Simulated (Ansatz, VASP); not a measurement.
**CdS (Hawleyite) in two plane-wave programs**

One calculation is typed for both programs; each brings its own data sets and cutoff. How far apart do they land? The cell is taken from a series of VASP runs on this material, whose earlier steps may have relaxed, scaled or displaced it; both programs get it as it stands.

Method: plane waves, with VASP 6.6.1 beside it; band structure at HSE06, spin-orbit coupling, in Ansatz 0.2.0.

### 1. The structure

The structure is cubic, space group F-43m (No. 216). Conventional cell: a = 5.833 Å, b = 5.833 Å, c = 5.833 Å, α = 90.00°, β = 90.00°, γ = 90.00°. Cd has 4 S at 2.53 Å nearest. Nearest to S lie 4 Cd at 2.53 Å. Farther neighbours and most contacts between anions are not listed.

Coordinates:

```xyz
2
Lattice="0.0000 2.9165 2.9165 2.9165 0.0000 2.9165 2.9165 2.9165 0.0000" Properties=species:S:1:pos:R:3 pbc="T T T"
Cd    0.0000    0.0000    0.0000
S     4.3748    4.3748    4.3748
```

### 2. VASP: band structure, HSE06, spin-orbit coupling

Levels along a path test the potential and the projectors away from the mesh points.

Lines of VASP's logs that name or quote its potential files are left out, and so is its time.

The run reads the wave functions of an earlier VASP run, which isn't shown here.

Input file INCAR:

```
SYSTEM = CdS
PREC = Accurate
ENCUT = 350
EDIFF = 1E-06
NELM = 100
ISMEAR = 0
SIGMA = 0.03
LREAL = .FALSE.
ALGO = Normal
LHFCALC = .TRUE.
AEXX = 0.25
GGA = PE
HFSCREEN = 0.2
LASPH = .TRUE.
LNONCOLLINEAR = .TRUE.
MAGMOM = 0 0 0 0 0 0
NBANDS = 30
GGA_COMPAT = .FALSE.
LSORBIT = .TRUE.
PRECFOCK = Fast
LORBIT = 11
LWAVE = .FALSE.
LCHARG = .FALSE.
KPAR = 4
```

Input file POSCAR:

```
CdS
1.0
    0.0000000000      2.9165000000      2.9165000000
    2.9165000000      0.0000000000      2.9165000000
    2.9165000000      2.9165000000      0.0000000000
Cd S
1 1
Direct
    0.0000000000      0.0000000000      0.0000000000
    0.7500000000      0.7500000000      0.7500000000
```

Input file KPOINTS:

```
Automatic mesh
0
Gamma
4 4 4
0 0 0
```

Input file KPOINTS_OPT:

```
Line mode
10
Line-mode
Reciprocal
  0.00000000   0.00000000   0.00000000 GAMMA
  0.50000000   0.00000000   0.50000000 X

  0.50000000   0.00000000   0.50000000 X
  0.50000000   0.25000000   0.75000000 W

  0.50000000   0.25000000   0.75000000 W
  0.37500000   0.37500000   0.75000000 K

  0.37500000   0.37500000   0.75000000 K
  0.00000000   0.00000000   0.00000000 GAMMA

  0.00000000   0.00000000   0.00000000 GAMMA
  0.50000000   0.50000000   0.50000000 L

  0.50000000   0.50000000   0.50000000 L
  0.62500000   0.25000000   0.62500000 U

  0.62500000   0.25000000   0.62500000 U
  0.50000000   0.25000000   0.75000000 W

  0.50000000   0.25000000   0.75000000 W
  0.50000000   0.50000000   0.50000000 L

  0.50000000   0.50000000   0.50000000 L
  0.37500000   0.37500000   0.75000000 K

  0.62500000   0.25000000   0.62500000 U
  0.50000000   0.00000000   0.50000000 X
```

Potentials, in the order of the species: Cd and S (PBE family, release 64).

Started as:

```console
$ mpirun -np 4 vasp_ncl
```

Numbers of over 12 decimals in the logs are rounded to 6 here.

What it wrote:

```text
[banner, memory and clock lines left out]
running    4 mpi-ranks, on    1 nodes
 distrk:  each k-point on    1 cores,    4 groups
 distr:  one band on    1 cores,    1 groups

 POSCAR found type information on POSCAR CdS
 POSCAR found :  2 types and       2 ions
 LDA part: xc-table for (Slater+PW92), standard interpolation
 found WAVECAR, reading the header
 POSCAR, INCAR and KPOINTS ok, starting setup
 FFT: planning ... GRIDC
 FFT: planning ... GRID_SOFT
 FFT: planning ... GRID
 reading WAVECAR
 the WAVECAR file was read successfully
 initial charge from wavefunction
 entering main loop
       N       E                     dE             d eps       ncg     rms          rms(c)
DAV:   1    -0.764475797914E+01   -0.76448E+01   -0.99831E-01   606   0.117E+01    0.349E+00
DAV:   2    -0.763261153970E+01    0.12146E-01   -0.10344E-01   642   0.443E+00    0.181E+00
DAV:   3    -0.762490688208E+01    0.77047E-02   -0.16220E-02   682   0.149E+00    0.115E+00
DAV:   4    -0.762409879233E+01    0.80809E-03   -0.23831E-03   648   0.466E-01    0.733E-01
DAV:   5    -0.762399078601E+01    0.10801E-03   -0.26607E-04   660   0.137E-01    0.444E-01
DAV:   6    -0.762393226506E+01    0.58521E-04   -0.21406E-05   660   0.433E-02    0.253E-01
DAV:   7    -0.762390952467E+01    0.22740E-04   -0.11628E-05   660   0.245E-02    0.138E-01
DAV:   8    -0.762390326100E+01    0.62637E-05   -0.46105E-06   648   0.148E-02    0.749E-02
DAV:   9    -0.762390187362E+01    0.13874E-05   -0.16454E-06   642   0.945E-03    0.415E-02
DAV:  10    -0.762390174173E+01    0.13189E-06   -0.64984E-07   552   0.606E-03
   1 F= -.76239017E+01 E0= -.76239017E+01  d E =-.110951E-21  mag=    -0.0000    -0.0000    -0.0000
 Start KPOINTS_OPT (optional k-point list driver)
k-point batch [1-10\100]
       N       E                     dE             ncg
DAV:   1     0.227140635619E+03   -0.21272E+04      624
DAV:   2    -0.101176335285E+04   -0.12389E+04      670
DAV:   3    -0.108508772554E+04   -0.73324E+02      724
DAV:   4    -0.108628024625E+04   -0.11925E+01      700
DAV:   5    -0.108629258985E+04   -0.12344E-01      712
DAV:   6    -0.108629280799E+04   -0.21813E-03      702
DAV:   7    -0.108629281386E+04   -0.58735E-05      650
DAV:   8    -0.108629281407E+04   -0.20415E-06      516
[...]
k-point batch [91-100\100]
       N       E                     dE             ncg
DAV:   1     0.117290151457E+03   -0.50390E+04      608
DAV:   2    -0.107967770325E+04   -0.11970E+04      666
DAV:   3    -0.114275953654E+04   -0.63082E+02      776
DAV:   4    -0.114368794995E+04   -0.92841E+00      698
DAV:   5    -0.114369688213E+04   -0.89322E-02      780
DAV:   6    -0.114369701859E+04   -0.13646E-03      738
DAV:   7    -0.114369702128E+04   -0.26887E-05      732
DAV:   8    -0.114369702134E+04   -0.58483E-07      540
```

From OUTCAR (step 2):

```text
ion  position               nearest neighbor table
   1  0.000  0.000  0.000-   2 2.53   2 2.53   2 2.53   2 2.53
   2  0.750  0.750  0.750-   1 2.53   1 2.53   1 2.53   1 2.53

  LATTYP: Found a face centered cubic cell.
 ALAT       =     5.8330000000

 Subroutine GETGRP returns: Found 24 space group operations
 (whereof 24 operations were pure point group operations)

The static configuration has the point symmetry T_d .

 Found     10 irreducible k-points:

   k-points           NKPTS =     10   k-points in BZ     NKDIM =     64   number of bands    NBANDS=     30

   dimension x,y,z NGX =    28 NGY =   28 NGZ =   28
   dimension x,y,z NGXF=    56 NGYF=   56 NGZF=   56

   ENCUT  =  350.0 eV  25.72 Ry    5.07 a.u.   6.29  6.29  6.29*2*pi/ulx,y,z

   NELECT =      18.0000    total number of electrons

 k-points in reciprocal lattice and weights: Automatic mesh
   0.00000000  0.00000000  0.00000000       0.016
   0.25000000  0.00000000  0.00000000       0.062
  -0.25000000  0.00000000  0.00000000       0.062
   0.50000000  0.00000000  0.00000000       0.062
   0.25000000  0.25000000  0.00000000       0.094
   0.50000000  0.25000000  0.00000000       0.188
   0.50000000 -0.25000000  0.00000000       0.188
  -0.25000000  0.25000000  0.00000000       0.188
   0.50000000  0.50000000  0.00000000       0.047
  -0.25000000  0.50000000  0.25000000       0.094

  exchange ACFDT corr.  =         0.00000000  see jH, gK, PRB 81, 115126

 average (electrostatic) potential at core
       1 -32.7903       2 -85.5034

 E-fermi :   0.8806

 k-point     1 :       0.0000    0.0000    0.0000
  band No.  band energies     occupation
    ...
     14       0.6245      1.00000
     15       0.6838      1.00000
     16       0.6838      1.00000
     17       0.6839      1.00000
     18       0.6839      1.00000
     19       2.8597      0.00000
     20       2.8597      0.00000
     21       8.1185      0.00000
     22       8.1185      0.00000
     23       8.5184      0.00000
    ...

 k-point     2 :       0.2500    0.0000    0.0000
  band No.  band energies     occupation
    ...
     14      -1.9641      1.00000
     15       0.2151      1.00000
     16       0.2151      1.00000
     17       0.2466      1.00000
     18       0.2784      1.00000
     19       4.5432      0.00000
     20       4.5432      0.00000
     21       8.1160      0.00000
     22       8.1160      0.00000
     23       8.8163      0.00000
    ...

 k-point     3 :      -0.2500    0.0000    0.0000
  band No.  band energies     occupation
    ...
     14      -1.9641      1.00000
     15       0.2151      1.00000
     16       0.2151      1.00000
     17       0.2466      1.00000
     18       0.2784      1.00000
     19       4.5432      0.00000
     20       4.5432      0.00000
     21       8.1160      0.00000
     22       8.1160      0.00000
     23       8.8163      0.00000
    ...

  energy-cutoff  :      350.00
  volume of cell :       49.62
      direct lattice vectors                 reciprocal lattice vectors
     0.000000000  2.916500000  2.916500000    -0.171438368  0.171438368  0.171438368
     2.916500000  0.000000000  2.916500000     0.171438368 -0.171438368  0.171438368
     2.916500000  2.916500000  0.000000000     0.171438368  0.171438368 -0.171438368

 POSITION                                       TOTAL-FORCE (eV/Angst)
 -----------------------------------------------------------------------------------
      0.00000      0.00000      0.00000         0.000000      0.000000     -0.000000
      4.37475      4.37475      4.37475        -0.000000     -0.000000      0.000000
 -----------------------------------------------------------------------------------
    total drift:                               -0.000004     -0.000002     -0.000003

  FREE ENERGIE OF THE ION-ELECTRON SYSTEM (eV)
  ---------------------------------------------------
  free  energy   TOTEN  =        -7.6239017417 eV

  energy  without entropy=       -7.6239017417  energy(sigma->0) =       -7.62390174

 Spin-Orbit-Coupling matrix elements
 Ion:    1  E_soc:     -0.0541458
 Ion:    2  E_soc:     -0.0019964

 total charge
# of ion       s       p       d       tot
------------------------------------------
    1        0.399   0.326   9.592  10.316
    2        1.310   2.437   0.000   3.747
--------------------------------------------------
tot          1.709   2.763   9.592  14.064

 magnetization (x)
# of ion       s       p       d       tot
------------------------------------------
    1       -0.000  -0.000  -0.000  -0.000
    2       -0.000  -0.000   0.000  -0.000
--------------------------------------------------
tot         -0.000  -0.000  -0.000  -0.000

 magnetization (y)
# of ion       s       p       d       tot
------------------------------------------
    1        0.000   0.000  -0.000   0.000
    2       -0.000   0.000   0.000  -0.000
--------------------------------------------------
tot         -0.000   0.000  -0.000  -0.000

 magnetization (z)
# of ion       s       p       d       tot
------------------------------------------
    1        0.000   0.000  -0.000   0.000
    2       -0.000   0.000   0.000   0.000
--------------------------------------------------
tot          0.000   0.000  -0.000   0.000

[... 3 further parts left out ...]
```

The k-mesh is coarse for exact exchange; levels may shift by about 0.1 eV on a finer one. The PAW data sets were made with PBE, which is usual practice but a small mismatch for other functionals.

(Part 1 of 2 ends here.)

[Lines on the potential files, build, host, timing and source positions are cut from VASP's logs without a mark.]

[Logs are printed without paths, hosts, clocks, repeated set-up lines and the standing remarks that a program may print on its own settings, such as how far it seeks lower states.]

[Hosts, paths, dates, database ids (printed as entryN), source tags and the programs' standing remarks are cut or masked in the printed files.]
